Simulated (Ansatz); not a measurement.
## Pressure against volume: Li

```yaml
crystal:
  lattice:
    - [3.05442, 0.00000, 0.00000]
    - [-1.52721, 2.64521, 0.00000]
    - [0.00000, 0.00000, 4.99520]
  atoms:
    - { symbol: Li, position: [0.33333, 0.66667, 0.25000] }
    - { symbol: Li, position: [0.66667, 0.33333, 0.75000] }
```

The structure comes from a relaxation in the same program, started in the hcp type, and has space group P6_3/mmc. Whether it is a known phase or the ground state wasn't checked.

All numbers are computed: DFT, PBE, all-electron LAPW, scalar-relativistic (Ansatz 0.2.0); DFT, PBE, PAW with Ansatz's default frozen-core files, scalar-relativistic (Ansatz 0.2.0).

For LAPW: a Γ-centred 16×16×9 k mesh, Fermi–Dirac smearing of 0.05 eV, basis error target 0.25 meV/atom, no spin polarisation. PAW takes a cutoff of 420 eV at this cell. The Ansatz runs share mesh, smearing and spin set-up. Plane-wave (PAW) pressures include the program's estimate of the Pulay term.

The cell above is scaled evenly, with fractional coordinates and shape held.

| V/V(cell) | V (Å³/atom) | P, LAPW (GPa) | P, PAW (GPa) |
| --- | --- | --- | --- |
| 0.9405 | 18.979 | 0.97 | 0.97 |
| 0.9700 | 19.574 | 0.47 | 0.47 |
| 1.0000 | 20.180 | 0.03 | 0.02 |
| 1.0300 | 20.785 | -0.37 | -0.37 |
| 1.0600 | 21.390 | -0.71 | -0.72 |

Task: What do Birch–Murnaghan fits to the pressures give?

Result: LAPW: V0 = 20.22 Å³/atom, B0 = 14 GPa, B0′ = 3.3; PAW: V0 = 20.21 Å³/atom, B0 = 14 GPa, B0′ = 3.3.

PAW's V0 lies -0.04 % from the all-electron value and its B0 0.1 %. With shape and internal coordinates held, B0 is an upper bound to the relaxed modulus.
